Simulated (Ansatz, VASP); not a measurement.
One calculation of C, two programs

```
C
1.0
     2.10607    0.00000    0.00000
    -1.05304    1.82391    0.00000
     0.00000    0.00000    3.52889
C
2
Direct
  0.33333 0.66667 0.25000
  0.66667 0.33333 0.75000
```

Alike in both runs: functional PBE; k mesh 9 × 9 × 4; occupations gaussian, width 0.1 eV; no spin polarisation.

Ansatz relaxed the structure, and its values are those at the end. VASP's run is a single point on that final structure, the one shown.

|  | VASP | Ansatz |
| --- | --- | --- |
| version | VASP 6.6.1 | Ansatz 0.2.0 |
| potentials or method | VASP PAW PBE potentials, release 64 (C) | scalar-relativistic, plane waves, PAW |
| plane-wave cutoff (eV) | 520 | 420 |
| valence electrons in the cell | 8 | 8 |

|  | VASP | Ansatz | Ansatz less VASP |
| --- | --- | --- | --- |
| gap on the k mesh at the Fermi level (eV) | none | none | - |
| pressure (GPa) | 0.1 | 0.0 | -0.14 |

A gap of «none» marks a metal or a gap that the smearing closes.

Caveats: the k mesh is coarse (spacing up to 0.45 Å⁻¹), so the values aren't converged.
